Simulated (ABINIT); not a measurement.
Input of an ABINIT 10.8.3 (patched build) run:

File run.abi:

```
# Pseudopotentials
pp_dirpath "./"
pseudos "Sn.GGA_PBE-JTH.xml"

# Structure
acell 6.3137731955 6.5299526567 6.4120820184
rprim
    -0.4985680052     0.5284578181     0.6871406543
     0.5048235921    -0.5206357658     0.6885430561
     0.4958198333     0.5349671960    -0.6840853690
ntypat 1
znucl 50
natom 1
typat 1
xred
    -0.0049540000    -0.0116520000    -0.0033020000
chkprim 0
chksymtnons 0
tolsym 1.0e-6

# Plane-wave basis
ecut 598.650497 eV
pawecutdg 44.0

# k points
kptopt 1
ngkpt 11 11 11
nshiftk 1
shiftk 0.0 0.0 0.0

# Exchange and correlation
ixc 11

# Bands and occupations
nband 11
occopt 3
tsmear 0.05 eV

# SCF cycle
nstep 100
tolvrs 1.0e-9

# Output
iomode 3
prtwf 0
prteig 0
prtebands 0
enunit 1
prtden 1
prtvha 1
prtvclmb 1
prtpot 1
```

Potentials or basis: JTH PAW PBE v2.0.

Launch:

```bash
$ abinit run.abi > log 2>&1
```

(1) Predict the pressure.

(2) Estimate the band gap on the k mesh.

Answers

(1) -1.0 GPa.

(2) none (metal or under the smearing width).
